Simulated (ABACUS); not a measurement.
Tm:

```
Tm
1.0
    -1.97055    1.97055    1.97055
     1.97055   -1.97055    1.97055
     1.97055    1.97055   -1.97055
Tm
1
Direct
  0.00000 0.00000 0.00000
```

This isn't the form of Tm at room conditions, which is hcp.

```yaml
Program: ABACUS 3.10.1
Task: single point
Functional: PBE
Potentials_or_basis: PseudoDojo NC SR 0.4.1 PBE standard, lanthanides 3+ (f in core)
Cutoff: 680 eV
Density_cutoff: 2721 eV
Basis: plane waves
k_mesh: 10 × 10 × 10
Occupations: fermi-dirac, width 0.05 eV
Spin: collinear spin, ferromagnetic start
Starting_moments: "[1.0] μB"
```

On this cell: net moment 0.01 μB per cell; band gap on the k mesh none (metal or under the smearing width).

The same run follows on a disturbed copy (cell strained at random at fixed volume):

```
CELL_PARAMETERS angstrom
-1.98763 1.95625 1.97191
1.93674 -1.97143 1.93620
2.01979 2.00359 -1.98709
ATOMIC_POSITIONS crystal
Tm 0.98396 0.01297 0.00870
```

Q: What does the disturbed cell give?

A: The energy (extrapolated to zero smearing) moves by +1.9 meV/atom; net moment 0.02 μB per cell; band gap on the k mesh none (metal or under the smearing width).

Caveats: the magnetic or orbital state may not be the lowest; all typed moments are zero, and the program then starts from 1 μB on every atom; spin-orbit coupling is left out, which moves the levels of the heavy elements; the 4f electrons are frozen in the core as for a trivalent ion, so they carry no moment and show no levels.
